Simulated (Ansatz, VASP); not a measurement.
## CoSi in VASP and in Ansatz

Contents of INCAR:

```
SYSTEM = CoSi
PREC = Accurate
ENCUT = 520
EDIFF = 1E-7
ISMEAR = 0
SIGMA = 0.1
LREAL = .FALSE.
LASPH = .TRUE.
NELM = 100
ALGO = Normal
ISIF = 2
LWAVE = .FALSE.
LCHARG = .FALSE.
GGA = PE
NBANDS = 36
```

The input KPOINTS:

```
Automatic mesh
0
G
  4 4 4
  0 0 0
```

The input POSCAR:

```
CoSi
1.0
    4.3831180000      0.0000000000      0.0000000000
    0.0000000000      4.3831180000      0.0000000000
    0.0000000000      0.0000000000      4.3831180000
Co Si
4 4
Direct
    0.8540970000      0.6459030000      0.3540970000
    0.6459030000      0.3540970000      0.8540970000
    0.3540970000      0.8540970000      0.6459030000
    0.1459030000      0.1459030000      0.1459030000
    0.1565390000      0.3434610000      0.6565390000
    0.3434610000      0.6565390000      0.1565390000
    0.6565390000      0.1565390000      0.3434610000
    0.8434610000      0.8434610000      0.8434610000
```

Input for Ansatz:

```yaml
crystal:
  lattice:
    - [4.383118, 0.0, 0.0]
    - [0.0, 4.383118, 0.0]
    - [0.0, 0.0, 4.383118]
  atoms:
    - { symbol: Co, position: [0.854097, 0.645903, 0.354097] }
    - { symbol: Co, position: [0.645903, 0.354097, 0.854097] }
    - { symbol: Co, position: [0.354097, 0.854097, 0.645903] }
    - { symbol: Co, position: [0.145903, 0.145903, 0.145903] }
    - { symbol: Si, position: [0.156539, 0.343461, 0.656539] }
    - { symbol: Si, position: [0.343461, 0.656539, 0.156539] }
    - { symbol: Si, position: [0.656539, 0.156539, 0.343461] }
    - { symbol: Si, position: [0.843461, 0.843461, 0.843461] }
basis:
  ecutwfc: 420
kpoints:
  mp_grid: { grid: [4, 4, 4] }
hamiltonian:
  xc: pbe
scf:
  occupations: { method: gaussian, width: 0.1 }
output:
  forces: true
  stress: true
  eigenvalues: true
```

The cell is a database's computed one.

Alike in both runs: task single point; functional PBE; k mesh 4 × 4 × 4; occupations gaussian, width 0.1 eV; no spin polarisation.

|  | VASP | Ansatz |
| --- | --- | --- |
| version | VASP 6.6.1 | Ansatz 0.2.0 |
| potentials or method | VASP PAW PBE potentials, release 64 (Co, Si) | scalar-relativistic, plane waves, PAW |
| plane-wave cutoff (eV) | 520 | 420 |
| valence electrons in the cell | 52 | 84 |

|  | VASP | Ansatz | Ansatz less VASP |
| --- | --- | --- | --- |
| gap on the k mesh at the Fermi level (eV) | none | none | - |
| pressure (GPa) | 7.6 | 7.7 | +0.10 |
| rms of the force components (eV/Å) | 0.011 | 0.009 | -0.0012 |

Atom by atom the forces differ by 0.001 eV/Å (rms over components). A gap of «none» marks a metal or a gap that the smearing closes. The two sets of potentials don't hold the same shells in valence.

Spin polarisation is off, so any magnetic state and its effect on volume and gap are missing.
